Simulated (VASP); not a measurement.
A run of VASP 6.6.1 is set up as follows.

File INCAR:

```
PREC = Accurate
ENCUT = 600
EDIFF = 1E-6
ISMEAR = 1
SIGMA = 0.1
LREAL = False
LASPH = True
NELM = 120
ALGO = Fast
ISIF = 2
LWAVE = False
LCHARG = False
GGA = PE
KPAR = 4
```

KPOINTS

```
Automatic mesh
0
Gamma
  13 13 13
```

File POSCAR:

```
Ca                                      
1.0
   -0.0000000000      2.7643065914      2.7643065914
    2.7643065914     -0.0000000000      2.7643065914
    2.7643065914      2.7643065914      0.0000000000
  Ca            
     1
Direct
     0.0000000000000000    0.0000000000000000    0.0000000000000000
```

Potentials or basis: VASP PAW PBE potentials, release 64 (Ca_sv).

Run with:

```bash
$ cat potpaw_PBE.64/Ca_sv/POTCAR > POTCAR
$ mpirun -np 4 vasp_std > vasp.out
```

Predict the pressure.

0.0 GPa.

Estimate the band gap on the k mesh.

none (metal or under the smearing width).
